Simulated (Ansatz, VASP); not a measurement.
# One calculation of CdSe, two programs

Contents of INCAR:

```
ALGO = Normal ; EDIFF = 1E-7
ENCUT = 520 ; ISIF = 2
ISMEAR = 0 ; LASPH = T
LCHARG = F ; LREAL = F
LWAVE = F ; NBANDS = 16
NELM = 80 ; PREC = Accurate
SIGMA = 0.01
```

File KPOINTS:

```
k-points
0
Gamma
  6 6 6
```

File POSCAR:

```
CdSe
1.0
    0.0000000000      3.0677809647      3.0677809647
    3.0677809647      0.0000000000      3.0677809647
    3.0677809647      3.0677809647      0.0000000000
Cd Se
1 1
Direct
    0.0000000000      0.0000000000      0.0000000000
    0.2500000000      0.2500000000      0.2500000000
```

Input for Ansatz:

```yaml
crystal:
  lattice:
    - [0.0, 3.0677809647, 3.0677809647]
    - [3.0677809647, 0.0, 3.0677809647]
    - [3.0677809647, 3.0677809647, 0.0]
  atoms:
    - { symbol: Cd, position: [0.0, 0.0, 0.0] }
    - { symbol: Se, position: [0.25, 0.25, 0.25] }
kpoints:
  mp_grid: { grid: [6, 6, 6] }
hamiltonian:
  xc: lda
scf:
  occupations: { method: fixed }
output:
  optics: { e_range: [0, 12], de: 0.05, sigma: 0.1, bands: auto }
```

Alike in both runs: task single point; functional LDA; k mesh 6 × 6 × 6; no spin polarisation.

|  | VASP | Ansatz |
| --- | --- | --- |
| version | VASP 6.6.1 | Ansatz 0.2.0 |
| potentials or method | VASP PAW LDA potentials, release 64 (Cd, Se) | plane waves, PAW |
| plane-wave cutoff (eV) | 520 | 420 |
| occupations | gaussian, width 0.01 eV | fixed |
| valence electrons in the cell | 18 | 36 |

Ansatz gave:

| Quantity | Value |
| --- | --- |
| gap on the k mesh at the Fermi level (eV) | 0.28 |

Problem. Estimate VASP's values.

Solution. gap on the k mesh at the Fermi level (eV): 0.31.

The two sets of potentials don't hold the same shells in valence.
